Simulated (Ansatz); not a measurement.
# CaSe (Fm-3m) in Ansatz: convergence with ecutrho ratio

Aim: find how far ecutrho ratio must go before the results for CaSe settle, at r2SCAN. This setting moves, with any that are tied to it; all else stays.

All numbers are computed with Ansatz 0.2.0; they aren't measurements. Logs are shortened: lines on timing, memory, paths and dates and some standing lists are left out, and cuts for length are marked.

### 1 The structure

It takes space group Fm-3m (No. 225, cubic). Conventional cell: a = 5.912 Å, b = 5.912 Å, c = 5.912 Å, α = 90.00°, β = 90.00°, γ = 90.00°. Around Se (site symmetry m-3m) lie 6 Ca at 2.96 Å. Around Ca (site symmetry m-3m) lie 6 Se at 2.96 Å.

### 2 With ecutrho ratio 4

input.yaml reads:

```yaml
crystal:
  lattice:
    - [0.0, 2.956, 2.956]
    - [2.956, 0.0, 2.956]
    - [2.956, 2.956, 0.0]
  atoms:
    - { symbol: Se, position: [0.5, 0.5, 0.5] }
    - { symbol: Ca, position: [0.0, 0.0, 0.0] }
hamiltonian:
  xc: r2scan
  pseudopotentials: { kind: nc, accuracy: standard }
kpoints:
  mp_grid: { grid: [7, 7, 7] }
scf:
  occupations: { method: gaussian, width: 0.05 }
output:
  forces: true
  stress: true
  eigenvalues: true
basis:
  ecutrho_ratio: 4
```

Potentials or basis: PseudoDojo standard (PBE files).

Run with:

```
$ ansatz run input.yaml --threads 2 --pin off --max-ram 5632MiB --backend cpu --events-out ev --progress --plain --runs-dir out
```

Wall time 4.4 s (2 threads of Arm Neoverse V1, shared host); peak memory 0.68 GiB.

What came out:

- Free energy: -4399.4489 eV
- Pressure: 0.1 GPa
- Band gap on the k mesh: 2.67 eV, indirect (least direct gap 3.58 eV)

### 3 With ecutrho ratio 5

Changes to input.yaml since step 2:

```diff
@@ -20,2 +20,2 @@
 basis:
-  ecutrho_ratio: 4
+  ecutrho_ratio: 5
```

Potentials or basis: PseudoDojo standard (PBE files).

Run with:

```
$ ansatz run input.yaml --threads 2 --pin off --max-ram 5632MiB --backend cpu --events-out ev --progress --plain --runs-dir out
```

Wall time 5.1 s (2 threads of Arm Neoverse V1, shared host); peak memory 0.83 GiB.

Results:

| Item | Value |
| --- | --- |
| Free energy | -4399.4489 eV |
| Pressure | 0.1 GPa |
| Band gap on the k mesh | 2.67 eV, indirect (least direct gap 3.58 eV) |

### 4 With ecutrho ratio 6

Changes to input.yaml since step 3:

```diff
@@ -20,2 +20,2 @@
 basis:
-  ecutrho_ratio: 5
+  ecutrho_ratio: 6
```

Run with:

```
$ ansatz run input.yaml --threads 2 --pin off --max-ram 5632MiB --backend cpu --events-out ev --progress --plain --runs-dir out
```

It took 5.6 s on 2 threads of Arm Neoverse V1, shared host; peak memory 1 GiB.

What came out:

- Free energy: -4399.4489 eV
- Pressure: 0.1 GPa
- Band gap on the k mesh: 2.67 eV, indirect (least direct gap 3.58 eV)

### 5 With ecutrho ratio 8

Changes to input.yaml since step 4:

```diff
@@ -20,2 +20,2 @@
 basis:
-  ecutrho_ratio: 6
+  ecutrho_ratio: 8
```

Run with:

```
$ ansatz run input.yaml --threads 2 --pin off --max-ram 5632MiB --backend cpu --events-out ev --progress --plain --runs-dir out
```

Run time: 7.8 s. Hardware: 2 threads of Arm Neoverse V1, shared host; peak memory 1.5 GiB.

The run converged. Its results:

| Item | Value |
| --- | --- |
| Free energy | -4399.4489 eV |
| Pressure | 0.1 GPa |
| Band gap on the k mesh | 2.67 eV, indirect (least direct gap 3.58 eV) |

### 6 With ecutrho ratio 10

Changes to input.yaml since step 5:

```diff
@@ -20,2 +20,2 @@
 basis:
-  ecutrho_ratio: 8
+  ecutrho_ratio: 10
```

Potentials or basis: PseudoDojo standard (PBE files).

Run with:

```
$ ansatz run input.yaml --threads 2 --pin off --max-ram 5632MiB --backend cpu --events-out ev --progress --plain --runs-dir out
```

It took 8.8 s on 2 threads of Arm Neoverse V1, shared host; peak memory 1.7 GiB.

It converged, with:

| Quantity | Value |
| --- | --- |
| Free energy | -4399.4489 eV |
| Pressure | 0.1 GPa |
| Band gap on the k mesh | 2.67 eV, indirect (least direct gap 3.58 eV) |

### 7 With ecutrho ratio 12

Changes to input.yaml since step 6:

```diff
@@ -20,2 +20,2 @@
 basis:
-  ecutrho_ratio: 10
+  ecutrho_ratio: 12
```

Potentials or basis: PseudoDojo standard (PBE files).

Run with:

```
$ ansatz run input.yaml --threads 2 --pin off --max-ram 5632MiB --backend cpu --events-out ev --progress --plain --runs-dir out
```

What it wrote:

```text
Warning: hamiltonian.xc reads the kinetic-energy density τ on the library's norm-conserving files, and those of Se, Ca were made for PBE. This build holds files of Se, Ca that were made for r²SCAN, which a deck under this functional can read where it names no table (hamiltonian.pseudopotentials.accuracy or source), types no xc_functional and has no exact exchange, max_exx_coeff or level of output.embedding that keeps them out. To compare such runs, type hamiltonian.pseudopotentials: {kind: paw, frozen_core: stored} on both or, where PAW refuses one, {kind: nc, accuracy: standard}
Warning: RAYON_NUM_THREADS=2 ignored (pool sized by the plan → 2); use --threads N
Engine: ansatz 0.2.0, aarch64-unknown-linux-gnu
Pseudopotentials: kind: nc
Pseudopotential: Se, nc, valence charge 16, recommended cutoff 1170.089609 eV (normal), Se.nc.azcp (PseudoDojo's, or run here from an input of PseudoDojo's; its table is named by hamiltonian.pseudopotentials.accuracy)
Pseudopotential: Ca, nc, valence charge 10, recommended cutoff 925.187132 eV (normal), Ca.nc.azcp (PseudoDojo's, or run here from an input of PseudoDojo's; its table is named by hamiltonian.pseudopotentials.accuracy)
Functional definition: r2SCAN
  parameter k0 = 0.174
  parameter k1 = 0.065
  parameter a1 = 4.9479
  exchange = r2scan_x(k0 = k0, k1 = k1, a1 = a1)
  correlation = r2scan_c
Crystal: 2 atoms, lattice volume = 51.659 Å³
Basis set: ecut = 1170.089609 eV, 4645 PW (Γ), exchange–correlation on 324×324×324 points (64 copies of the dense FFT grid, shifted against one another)
Bands: 17, of which v1, the nominal top of the filled ones, is band 13 counted from 1 (12 counted from 0)
Symmetry: 48 space group operations
Space group: Fm-3m (ITA 225), of the structure as read, at distance tolerance 3.7e-5 Å
k-points: 20 of 343
Non-local potential: Se, projectors of the file, l = 0: 2, l = 1: 2, l = 2: 2
Non-local potential: Ca, projectors of the file, l = 0: 2, l = 1: 2, l = 2: 2
Initial density: superposition of atomic densities (chi_scale 0.1, normalization cell, long waves kept (reshape's long-wave potential 0.00 eV rms))
Initial wavefunctions: pseudopotential atomic-orbital guess
Functional: x = r2scan, c = r2scan; τ floored in thin density (d = 2e-4 eV/Å³)
SCF iter   1: F=—  HF=-4400.398260 eV  |F-HF|=—  |Δ(HF+E_count)|=         —  Δρ=6.51e-2  dr2=2.87e0  dr2_τ=9.03e-1  ethr=3.10e-3  ⟨swp⟩=8.2  Hψ=2383  notcnv=0
preconditioner: auto → none  [insulator: Δε(μ)=1.064 eV  Ē_g=7.924 eV  σ=0.050 eV  W_gap=1.00  n_scr=14 (ndim 8)  ℏωp=14.6 eV  f_vac=0.000  D(μ)=0.00/eV (n_scr^D=0)  ε∞_Penn≈4.4]
SCF iter   2: F=—  HF=-4399.478949 eV  |F-HF|=—  |Δ(HF+E_count)|=   9.19e-1  Δρ=1.92e-2  dr2=2.50e-1  dr2_τ=4.80e-1  ethr=3.10e-3  ⟨swp⟩=5.2  Hψ=1051  notcnv=0
SCF iter   3: F=—  HF=-4399.441692 eV  |F-HF|=—  |Δ(HF+E_count)|=   3.73e-2  Δρ=9.33e-3  dr2=3.28e-2  dr2_τ=2.10e-2  ethr=9.62e-4  ⟨swp⟩=3.0  Hψ=536  notcnv=0
SCF iter   4: F=—  HF=-4399.448844 eV  |F-HF|=—  |Δ(HF+E_count)|=   7.15e-3  Δρ=1.45e-3  dr2=7.39e-4  dr2_τ=1.16e-3  ethr=1.26e-4  ⟨swp⟩=2.0  Hψ=487  notcnv=0
SCF iter   5: F=—  HF=-4399.449028 eV  |F-HF|=—  |Δ(HF+E_count)|=   1.84e-4  Δρ=3.34e-4  dr2=3.27e-5  dr2_τ=3.79e-5  ethr=2.84e-6  ⟨swp⟩=2.3  Hψ=531  notcnv=0
SCF iter   6: F=—  HF=-4399.448928 eV  |F-HF|=—  |Δ(HF+E_count)|=   1.00e-4  Δρ=6.71e-5  dr2=3.43e-6  dr2_τ=1.86e-6  ethr=1.26e-7  ⟨swp⟩=3.0  Hψ=619  notcnv=0
SCF iter   7: F=—  HF=-4399.448927 eV  |F-HF|=—  |Δ(HF+E_count)|=   1.19e-6  Δρ=1.29e-5  dr2=1.44e-7  dr2_τ=8.38e-8  ethr=1.32e-8  ⟨swp⟩=2.9  Hψ=497  notcnv=0
SCF iter   8: F=-4399.448927 eV  HF=-4399.448927 eV  |F-HF|=4.88e-9  |Δ(HF+E_count)|=   4.28e-8  Δρ=2.95e-6  dr2=6.39e-9  dr2_τ=8.40e-9  ethr=3.85e-10  ⟨swp⟩=7.7  Hψ=1740  notcnv=0
SCF 1 converged in 8 iterations: F = -4399.448927 eV  dr2 = 6.39e-9
SCF converged after 8 iterations
Free energy (F): -4399.448927 eV
Harris-Foulkes:  -4399.448927 eV  (|F-HF|=4.88e-9)
Internal energy: -4399.448927 eV  (E = F + TS)
E sigma→0 (E₀):  -4399.448927 eV
Fermi energy:    8.397341 eV
--- Per-component energies (eV) ---
  E_band       = -517.417875
  E_kinetic    = 2493.230511
  E_local      = -3472.916091  (includes V_loc(G=0)·N_el)
  E_nonlocal   = -1346.484816
  E_hartree    = 1243.982753
  E_xc         = -904.826932
  E_vxc        = -743.879665  (∫ρ·V_xc dr)
  E_vtau       = 64.667311  (kinetic-family band-sum trace: ∫τ·v_τ [+ j·A + Jᵃ·Aᵃ] dr)
  E_ewald      = -2412.434353
  E_smearing   = -0.000000  (= −TS)
  E_closure    = -0.000000  (closes the sum)
  Σ components = -4399.448927   (vs F -4399.448927, Δ=0.00e0)
--- Forces (eV/Å), atoms counted from 1 ---
  atom   1  Se     0.00000000    -0.00000000    -0.00000000
  atom   2  Ca    -0.00000000     0.00000000    -0.00000000
  max |Σ_I F_I| component: 1.14e-27 eV/Å
--- Stress (GPa, compression-positive) ---
        0.093680       0.000000      -0.000000
       -0.000000       0.093680       0.000000
        0.000000       0.000000       0.093680
  P = ⅓ Tr σ = 0.0937 GPa (0.937 kbar)
--- Band table (eV; the first three rows and the last of 20) ---
  k-point 0: bands = ["-38.5403", "-38.5403", "-38.5305", "-38.5305", "-38.5305", "-34.4174", "-14.4329", "-14.4329", "-14.4329", "-5.2193", "7.0634", "7.0634", "7.0634", "11.0893", "11.4235", "11.4235", "11.4235"]
  k-point 1: bands = ["-38.5403", "-38.5403", "-38.5305", "-38.5305", "-38.5305", "-34.4162", "-14.4546", "-14.4342", "-14.4342", "-5.0990", "6.1660", "6.7816", "6.7816", "11.3386", "11.7059", "11.7059", "12.2369"]
  k-point 2: bands = ["-38.5403", "-38.5403", "-38.5304", "-38.5304", "-38.5304", "-34.4135", "-14.5026", "-14.4369", "-14.4369", "-4.8117", "4.7925", "6.2772", "6.2772", "11.5123", "12.3880", "12.3880", "13.7486"]
  k-point 19: bands = ["-38.5406", "-38.5402", "-38.5304", "-38.5303", "-38.5302", "-34.4087", "-14.4934", "-14.4917", "-14.4614", "-4.5443", "4.9503", "4.9880", "5.6876", "11.6798", "12.6226", "13.2885", "13.6750"]
```

Wall time 11 s (2 threads of Arm Neoverse V1, shared host); peak memory 2.1 GiB.

What came out:

* Free energy: -4399.4489 eV
* Pressure: 0.1 GPa
* Band gap on the k mesh: 2.67 eV, indirect (least direct gap 3.58 eV)

### 8 Result

| ecutrho ratio | energy less the tightest run, at zero smearing (meV/atom) | SCF cycles | CPU time (s) | peak memory (GiB) |
| --- | --- | --- | --- | --- |
| 4 | 0.00 | 8 | 8.7 | 0.68 |
| 5 | 0.00 | 8 | 10 | 0.83 |
| 6 | 0.00 | 8 | 11 | 1 |
| 8 | 0.00 | 8 | 15 | 1.5 |
| 10 | 0.00 | 8 | 17 | 1.7 |
| 12 | 0.00 | 8 | 21 | 2.1 |

Against the tightest run, the energy stays within 1 meV/atom from 4 on. The tightest run that finished is the yardstick and may itself not be fully converged.

Caveats: the meta-GGA runs on potentials made for a GGA; odd divisions of the mesh miss points on the zone boundary, where band edges often lie, so the gap on the mesh can be too wide; the potentials were made for another functional, which shifts forces and pressure.
